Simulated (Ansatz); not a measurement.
Runs of Ansatz 0.2.0 on NaCl. It takes space group Fm-3m (No. 225, cubic). Conventional cell: a = 5.588 Å, b = 5.588 Å, c = 5.588 Å, α = 90.00°, β = 90.00°, γ = 90.00°. Cl (site symmetry m-3m) has 6 Na at 2.79 Å as nearest neighbours. Around Na (site symmetry m-3m) lie 6 Cl at 2.79 Å. The cell is a database's computed one.

```tsv
task	level	cell	cutoff (eV)	smearing	gap on the mesh (eV)	pressure (GPa)	relaxed volume (Å³/atom)
single point	PBE	as given	169	gaussian 0.02 eV	5.22	1.6	-
relaxation of cell and atoms	BLYP+D4	relaxed	-	fermi-dirac 0.05 eV	(a)	0.0	22.46
single point	PBE	as given	169	gaussian 0.022 eV	5.22	1.6	-
relaxation of cell and atoms	PBEsol+D4	relaxed	-	fermi-dirac 0.05 eV	5.07	0.0	21.63
single point	PBE	as given	169	gaussian 0.029 eV	5.22	1.6	-
single point	PBE	as given	169	gaussian 0.018 eV	5.22	1.6	-
```

Alike in all rows: potentials or basis all-electron LAPW, scalar-relativistic; no spin polarisation; k mesh 8 × 8 × 8; basis error allowed 0.001 eV/atom.

Q: Estimate the missing entries.

A: (a) 5.13.

A k mesh can miss the band edges.
